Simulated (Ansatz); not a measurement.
# GaAs (F-43m): probes of nuclei, edges and cores

Aim: for GaAs (F-43m) in the cell below, make these runs: core holes. The cell is not at this level's zero pressure.

Program: Ansatz 0.2.0. Level of theory: DFT PBE, scalar-relativistic, plane waves, PAW. These are calculated values, not measurements.

1 further run of the same task is left out (set aside as unsound or not needed).

## (1) The structure to begin with

Symmetry: F-43m, No. 216, cubic system. Conventional cell: a = 5.654 Å, b = 5.654 Å, c = 5.654 Å, α = 90.00°, β = 90.00°, γ = 90.00°. Ga (site symmetry -43m) has 4 As at 2.45 Å as nearest neighbours. As (site symmetry -43m) is surrounded by 4 Ga at 2.45 Å.

Coordinates:

```cif
data_structure
_symmetry_space_group_name_H-M 'F-43m'
_symmetry_Int_Tables_number 216
_cell_length_a 5.6537
_cell_length_b 5.6537
_cell_length_c 5.6537
_cell_angle_alpha 90.000
_cell_angle_beta 90.000
_cell_angle_gamma 90.000
_cell_volume 180.72
loop_
_atom_site_label
_atom_site_type_symbol
_atom_site_symmetry_multiplicity
_atom_site_Wyckoff_symbol
_atom_site_fract_x
_atom_site_fract_y
_atom_site_fract_z
_atom_site_occupancy
Ga1 Ga 4 a 0.00000 0.00000 0.00000 1
As1 As 4 d 0.25000 0.25000 0.75000 1
```

An earlier run on this cell at PBE gave 3.30 GPa at 22.590 Å³/atom (14×14×14 mesh). The cell is compressed at this level.

## (2) Core levels

input.yaml reads:

```yaml
crystal:
  lattice:
    - [0.0, 5.6537, 5.6537]
    - [5.6537, 0.0, 5.6537]
    - [5.6537, 5.6537, 0.0]
  atoms:
    - { symbol: Ga, position: [0.0, 0.0, 0.0] }
    - { symbol: As, position: [0.125, 0.125, 0.125] }
    - { symbol: Ga, position: [0.0, 0.0, 0.5] }
    - { symbol: As, position: [0.125, 0.125, 0.625] }
    - { symbol: Ga, position: [0.0, 0.5, 0.0] }
    - { symbol: As, position: [0.125, 0.625, 0.125] }
    - { symbol: Ga, position: [0.0, 0.5, 0.5] }
    - { symbol: As, position: [0.125, 0.625, 0.625] }
    - { symbol: Ga, position: [0.5, 0.0, 0.0] }
    - { symbol: As, position: [0.625, 0.125, 0.125] }
    - { symbol: Ga, position: [0.5, 0.0, 0.5] }
    - { symbol: As, position: [0.625, 0.125, 0.625] }
    - { symbol: Ga, position: [0.5, 0.5, 0.0] }
    - { symbol: As, position: [0.625, 0.625, 0.125] }
    - { symbol: Ga, position: [0.5, 0.5, 0.5] }
    - { symbol: As, position: [0.625, 0.625, 0.625] }
basis:
  ecutwfc: 420
  ecutrho_ratio: 4
kpoints:
  mp_grid: { grid: [4, 4, 4] }
hamiltonian:
  xc: pbe
scf:
  occupations: { method: fixed }
output:
  forces: true
  stress: false
  eigenvalues: true
  core_levels:
    shells: { Ga: "2p" }
    counted_from: valence_top
    eps_inf: [12.105, 12.105, 12.105]
```

The run is started by

```bash
ansatz run input.yaml --threads 4 --pin off --max-ram 10240MiB --backend cpu --events-out ev --progress --plain --runs-dir out
```

What it wrote:

```text
Warning: RAYON_NUM_THREADS=4 ignored (pool sized by the plan → 4); use --threads N
Engine: ansatz 0.2.0, x86_64-unknown-linux-gnu
Pseudopotentials: kind: paw
Pseudopotential: Ga, paw, valence charge 13, recommended cutoff 420 eV (normal), Ga.paw.azcp
Pseudopotential: As, paw, valence charge 15, recommended cutoff 420 eV (normal), As.paw.azcp
Functional definition: PBE
  parameter kappa = 0.804
  parameter beta = 0.06672455060314922
  exchange = pbe_x(kappa = kappa, mu = beta*pi^2/3)
  correlation = pbe_c(beta = beta)
Crystal: 16 atoms, lattice volume = 361.433 Å³
Basis set: ecut = 420 eV, 7119 PW (Γ), exchange–correlation on 108×108×108 points (8 copies of the dense FFT grid, shifted against one another)
Bands: 135, of which v1, the nominal top of the filled ones, is band 112 counted from 1 (111 counted from 0)
Symmetry: 192 space group operations
Space group: F-43m (ITA 216), of the structure as read, at distance tolerance 7.1e-5 Å
k-points: 8 of 64 (time reversal used)
Non-local potential: Ga, projectors of the file, l = 0: 2, l = 1: 2, l = 2: 3, l = 3: 1
Non-local potential: As, projectors of the file, l = 0: 2, l = 1: 2, l = 2: 3, l = 3: 1
PAW form: soft (Blöchl's): semilocal exchange-correlation on the pseudo side does not see the compensation charge
PAW one-centre angular grid: Ga, 590 points (default); XC on 64 Gauss nodes
PAW one-centre angular grid: As, 590 points (default); XC on 64 Gauss nodes
Initial density: superposition of atomic densities (neutral atoms: chi_scale 0, normalization atom), corrected by the library's trained network
Initial wavefunctions: pseudopotential atomic-orbital guess
Functional: x = pbe(κ = 0.804, μ = 0.2195149727645171), c = pbe(β = 0.06672455060314922)
SCF iter   1: F=—  HF=-69118.684997 eV  |F-HF|=—  |Δ(HF+E_count)|=         —  Δρ=1.70e-3  dr2=1.84e-2  ethr=1.77e-3  ⟨swp⟩=4.9  Hψ=3238  notcnv=0  defer=147
preconditioner: auto → Resta (q_TF=auto, 2.519 Å⁻¹)  ε∞=3.6  [insulator: Δε(μ)=0.507 eV  Ē_g=14.550 eV  n_scr=112 (ndim 8)  ℏωp=23.4 eV  f_vac=0.086  ε∞_Penn≈3.6]
SCF iter   2: F=—  HF=-69118.672784 eV  |F-HF|=—  |Δ(HF+E_count)|=   1.22e-2  Δρ=9.45e-4  dr2=4.82e-3  ethr=8.19e-6  ⟨swp⟩=2.0  Hψ=1857  notcnv=0  defer=155
SCF iter   3: F=—  HF=-69118.672550 eV  |F-HF|=—  |Δ(HF+E_count)|=   2.34e-4  Δρ=4.83e-4  dr2=1.04e-3  ethr=2.15e-6  ⟨swp⟩=2.0  Hψ=1557  notcnv=0  defer=159
SCF iter   4: F=—  HF=-69118.672374 eV  |F-HF|=—  |Δ(HF+E_count)|=   1.75e-4  Δρ=1.90e-4  dr2=1.72e-4  ethr=4.64e-7  ⟨swp⟩=2.0  Hψ=1537  notcnv=0  defer=156
SCF iter   5: F=—  HF=-69118.672429 eV  |F-HF|=—  |Δ(HF+E_count)|=   5.49e-5  Δρ=7.04e-5  dr2=1.49e-5  ethr=7.66e-8  ⟨swp⟩=2.0  Hψ=1532  notcnv=0  defer=124
SCF iter   6: F=—  HF=-69118.672409 eV  |F-HF|=—  |Δ(HF+E_count)|=   2.05e-5  Δρ=1.02e-5  dr2=3.66e-7  ethr=6.66e-9  ⟨swp⟩=2.0  Hψ=1844  notcnv=0  defer=124
SCF iter   7: F=—  HF=-69118.672410 eV  |F-HF|=—  |Δ(HF+E_count)|=   1.04e-6  Δρ=4.21e-6  dr2=4.41e-8  ethr=4.46e-11  ⟨swp⟩=11.0  Hψ=5440  notcnv=0
SCF iter   8: F=-69118.672410 eV  HF=-69118.672410 eV  |F-HF|=5.20e-9  |Δ(HF+E_count)|=   2.30e-8  Δρ=7.66e-7  dr2=1.65e-9  ethr=1.97e-11  ⟨swp⟩=4.0  Hψ=3607  notcnv=0
SCF 1 converged in 8 iterations: F = -69118.672410 eV  dr2 = 1.65e-9
── core hole 1/1: 2p of Ga 0 ──
── 2p of Ga 0: 1113.051 eV over the cell without the hole, in 11 iterations ──
SCF converged after 8 iterations
Free energy (F): -69118.672410 eV
Harris-Foulkes:  -69118.672410 eV  (|F-HF|=5.20e-9)
Internal energy: -69118.672410 eV  (E = F + TS)
E sigma→0 (E₀):  -69118.672410 eV
Fermi energy:    8.184026 eV
--- Per-component energies (eV) ---
  E_band       = -2495.594948
  E_kinetic    = 1755.909784
  E_local      = -31324.036028  (includes V_loc(G=0)·N_el)
  E_nonlocal   = -1966.254409
  E_hartree    = 15787.684043
  E_xc         = -1188.011319
  E_vxc        = -1100.296102  (∫ρ·V_xc dr)
  E_paw        = -30594.141086  (= ΣΔE_a)
  E_vpaw       = -1436.282555  (= ΣTr[D̂ρ^β])
  E_aug_tail   = -0.001103  (compensation charges beyond the density's cutoff)
  E_ewald      = -21589.822292
  E_smearing   = -0.000000  (= −TS)
  E_closure    = -0.000000  (closes the sum)
  Σ components = -69118.672410   (vs F -69118.672410, Δ=0.00e0)
--- Forces (eV/Å), atoms counted from 1 ---
  atom   1  Ga     0.00000000    -0.00000000    -0.00000000
  atom   2  As    -0.00000000     0.00000000    -0.00000000
  atom   3  Ga     0.00000000    -0.00000000    -0.00000000
  atom   4  As    -0.00000000     0.00000000     0.00000000
  atom   5  Ga     0.00000000    -0.00000000    -0.00000000
  atom   6  As    -0.00000000    -0.00000000    -0.00000000
  atom   7  Ga     0.00000000    -0.00000000     0.00000000
  atom   8  As    -0.00000000     0.00000000     0.00000000
  atom   9  Ga     0.00000000     0.00000000     0.00000000
  atom  10  As    -0.00000000     0.00000000     0.00000000
  atom  11  Ga     0.00000000    -0.00000000     0.00000000
  atom  12  As    -0.00000000     0.00000000    -0.00000000
  atom  13  Ga     0.00000000    -0.00000000    -0.00000000
  atom  14  As    -0.00000000     0.00000000    -0.00000000
  atom  15  Ga     0.00000000    -0.00000000     0.00000000
  atom  16  As    -0.00000000     0.00000000    -0.00000000
  max |Σ_I F_I| component: 7.62e-16 eV/Å
--- Band table (eV; the first three rows and the last of 8) ---
  k-point 0: bands = ["-26.9516", "-26.9516", "-26.9516", "-26.9507", "-26.9507", "-26.9507", "-26.9505", "-26.9505", "-26.9505", "-26.9505", "-26.9499", "-26.9499", "-26.9499", "-26.9499", "-26.9499", "-26.9499", "-26.9499", "-26.9499", "-26.9489", "-26.9489", "-26.9489", "-26.9489", "-26.9489", "-26.9489", "-26.9415", "-26.9415", "-26.9415", "-26.9410", "-26.9410", "-26.9407", "-26.9407", "-26.9407", "-26.9407", "-26.9407", "-26.9407", "-26.9407", "-26.9407", "-26.9400", "-26.9400", "-26.9400", "-6.7120", "-6.7120", "-6.7120", "-6.6801", "-6.6801", "-6.6801", "-6.6801", "-6.5989", "-6.5989", "-6.5989", "-6.5794", "-6.5794", "-6.5794", "-6.5794", "-6.5794", "-6.5794", "-6.5794", "-6.5794", "-6.5492", "-6.5492", "-6.5492", "-6.5492", "-6.5492", "-6.5492", "-6.5460", "-6.5460", "-6.5460", "-6.5200", "-6.5200", "-6.5162", "-6.5162", "-6.5162", "-6.5162", "-6.5162", "-6.5162", "-6.5162", "-6.5162", "-6.5077", "-6.5077", "-6.5077", "-4.5436", "-2.7801", "-2.7801", "-2.7801", "-2.7801", "-2.0429", "-2.0429", "-2.0429", "1.3736", "1.3736", "1.3736", "1.5520", "1.5520", "1.5520", "1.5520", "5.5092", "5.5092", "5.5092", "5.5092", "5.5092", "5.5092", "7.0438", "7.0438", "7.0438", "7.0438", "7.0438", "7.0438", "7.0438", "7.0438", "8.1840", "8.1840", "8.1840", "8.6995", "9.1869", "9.1869", "9.1869", "9.1869", "9.6547", "9.6547", "9.6547", "9.8471", "9.8471", "9.8471", "11.9233", "11.9233", "11.9233", "12.8290", "12.8290", "12.8290", "12.8290", "12.8290", "12.8290", "12.8290", "12.8290", "15.7798"]
  k-point 1: bands = ["-26.9514", "-26.9514", "-26.9514", "-26.9507", "-26.9506", "-26.9506", "-26.9505", "-26.9505", "-26.9505", "-26.9505", "-26.9500", "-26.9500", "-26.9499", "-26.9499", "-26.9499", "-26.9497", "-26.9497", "-26.9497", "-26.9491", "-26.9491", "-26.9491", "-26.9490", "-26.9490", "-26.9490", "-26.9414", "-26.9414", "-26.9414", "-26.9410", "-26.9410", "-26.9408", "-26.9408", "-26.9408", "-26.9408", "-26.9408", "-26.9406", "-26.9406", "-26.9406", "-26.9401", "-26.9401", "-26.9401", "-6.7056", "-6.7056", "-6.7056", "-6.6823", "-6.6823", "-6.6823", "-6.6697", "-6.6127", "-6.5953", "-6.5953", "-6.5814", "-6.5814", "-6.5773", "-6.5773", "-6.5773", "-6.5745", "-6.5745", "-6.5745", "-6.5562", "-6.5562", "-6.5562", "-6.5530", "-6.5530", "-6.5530", "-6.5408", "-6.5408", "-6.5408", "-6.5207", "-6.5207", "-6.5207", "-6.5202", "-6.5202", "-6.5176", "-6.5176", "-6.5155", "-6.5155", "-6.5155", "-6.5097", "-6.5097", "-6.5097", "-4.3608", "-3.1686", "-2.7065", "-2.7065", "-2.7065", "-2.2006", "-2.2006", "-2.2006", "1.6436", "1.6436", "1.6436", "1.7077", "1.7077", "1.7077", "2.3037", "5.0748", "5.0748", "5.0748", "5.6798", "5.6798", "5.6798", "5.9899", "5.9899", "5.9899", "6.2224", "6.7376", "6.7376", "6.7376", "7.1663", "7.1663", "7.9484", "7.9484", "9.3109", "9.7758", "9.8960", "9.8960", "9.8960", "10.2539", "10.2539", "10.2539", "10.8570", "10.8570", "10.8570", "12.2707", "12.2707", "12.3829", "12.5293", "12.5293", "12.5293", "12.8790", "12.8790", "13.4988", "13.4988", "13.4988", "15.8287"]
  k-point 2: bands = ["-26.9508", "-26.9508", "-26.9508", "-26.9508", "-26.9508", "-26.9508", "-26.9506", "-26.9506", "-26.9503", "-26.9503", "-26.9503", "-26.9503", "-26.9496", "-26.9496", "-26.9496", "-26.9496", "-26.9496", "-26.9496", "-26.9494", "-26.9494", "-26.9494", "-26.9494", "-26.9494", "-26.9494", "-26.9411", "-26.9411", "-26.9411", "-26.9411", "-26.9411", "-26.9411", "-26.9409", "-26.9409", "-26.9409", "-26.9409", "-26.9404", "-26.9404", "-26.9404", "-26.9404", "-26.9404", "-26.9404", "-6.6920", "-6.6920", "-6.6920", "-6.6920", "-6.6920", "-6.6920", "-6.6429", "-6.6429", "-6.5876", "-6.5876", "-6.5876", "-6.5876", "-6.5685", "-6.5685", "-6.5685", "-6.5685", "-6.5685", "-6.5685", "-6.5632", "-6.5632", "-6.5632", "-6.5632", "-6.5632", "-6.5632", "-6.5309", "-6.5309", "-6.5309", "-6.5309", "-6.5309", "-6.5309", "-6.5198", "-6.5198", "-6.5198", "-6.5198", "-6.5132", "-6.5132", "-6.5132", "-6.5132", "-6.5132", "-6.5132", "-3.8509", "-3.8509", "-2.4919", "-2.4919", "-2.4919", "-2.4919", "-2.4919", "-2.4919", "1.9186", "1.9186", "1.9186", "1.9186", "1.9186", "1.9186", "4.0492", "4.0492", "4.9537", "4.9537", "4.9537", "4.9537", "4.9537", "4.9537", "6.1475", "6.1475", "6.1475", "6.1475", "6.1475", "6.1475", "7.5070", "7.5070", "7.5070", "7.5070", "9.6370", "9.6370", "10.3919", "10.3919", "10.3919", "10.3919", "10.3919", "10.3919", "12.7886", "12.7886", "12.7886", "12.7886", "12.8904", "12.8904", "12.8904", "12.8904", "12.8904", "12.8904", "14.1407", "14.1407", "14.4229", "14.4229", "14.4229"]
  k-point 7: bands = ["-26.9509", "-26.9509", "-26.9509", "-26.9509", "-26.9504", "-26.9504", "-26.9504", "-26.9504", "-26.9500", "-26.9500", "-26.9500", "-26.9500", "-26.9499", "-26.9499", "-26.9499", "-26.9499", "-26.9498", "-26.9498", "-26.9498", "-26.9498", "-26.9492", "-26.9492", "-26.9492", "-26.9492", "-26.9411", "-26.9411", "-26.9411", "-26.9411", "-26.9410", "-26.9410", "-26.9410", "-26.9410", "-26.9406", "-26.9406", "-26.9406", "-26.9406", "-26.9405", "-26.9405", "-26.9405", "-26.9405", "-6.6927", "-6.6927", "-6.6927", "-6.6927", "-6.6656", "-6.6656", "-6.6656", "-6.6656", "-6.5782", "-6.5782", "-6.5782", "-6.5782", "-6.5754", "-6.5754", "-6.5754", "-6.5754", "-6.5707", "-6.5707", "-6.5707", "-6.5707", "-6.5603", "-6.5603", "-6.5603", "-6.5603", "-6.5280", "-6.5280", "-6.5280", "-6.5280", "-6.5277", "-6.5277", "-6.5277", "-6.5277", "-6.5173", "-6.5173", "-6.5173", "-6.5173", "-6.5151", "-6.5151", "-6.5151", "-6.5151", "-3.4217", "-3.4217", "-3.4217", "-3.4217", "-2.2870", "-2.2870", "-2.2870", "-2.2870", "1.8279", "1.8279", "1.8279", "1.8279", "3.5065", "3.5065", "3.5065", "3.5065", "4.3836", "4.3836", "4.3836", "4.3836", "5.7911", "5.7911", "5.7911", "5.7911", "5.8757", "5.8757", "5.8757", "5.8757", "6.8866", "6.8866", "6.8866", "6.8866", "11.2314", "11.2314", "11.2314", "11.2314", "11.5261", "11.5261", "11.5261", "11.5261", "11.7102", "11.7102", "11.7102", "11.7102", "13.4263", "13.4263", "13.4263", "13.4263", "13.5498", "13.5498", "13.5498", "13.5498", "13.6211", "13.6211", "13.6211"]
--- Core levels from the valence top (as output.core_levels.counted_from types it; a hole's nearest image at 8.0 Å) ---
  the holes have spin, beside a run without
  atom         alike  shell      binding/eV   shift/eV difference/eV images/eV   SCF
  Ga 0             8     2p        1121.627     +0.000      1113.051    +0.241    11
  the dataset of Ga with a 2p hole: scattering error 0.006 eV; free atom: scalar-relativistic, large and small components
  the two lines of Ga's 2p: 2p1/2 +18.051 eV and 2p3/2 -9.026 eV off its levels, 1 : 2 in strength
  Ga 0 2p: band_overlap_at_count, small_cell, unresolved_pair_at_count
  the highest filled level without a hole stands at 8.1840 eV, at the point (0.0000, 0.0000, 0.0000)
  Ga 0 2p: the alignment adds +0.1511 eV (standard deviation 0.0804 over 11 far atoms)
  a level is its difference with the images' term at an eps_inf of 12.105, the alignment and the highest filled level
```

Run time: 41 s. Hardware: 4 threads of Intel Xeon Platinum 8259CL at 2.50GHz (Skylake/Cascade Lake), shared host; peak memory 1.7 GiB.

Read off: mesh gap 0.52 eV.

This run uses a supercell of 16 atoms.

Binding energies, counted from the valence top, with images 8.0 Å apart:

```tsv
site	shell	binding energy (eV)	lines: j, share, offset (eV)
Ga1	2p	1121.63	1/2, 0.33, +18.05; 3/2, 0.67, -9.03
```

## (3) Summary of results

```
                                quantity       value
Ga 2p binding energy (mean of its lines)  1121.63 eV
```

In words: A core hole in a supercell this small still feels its images.
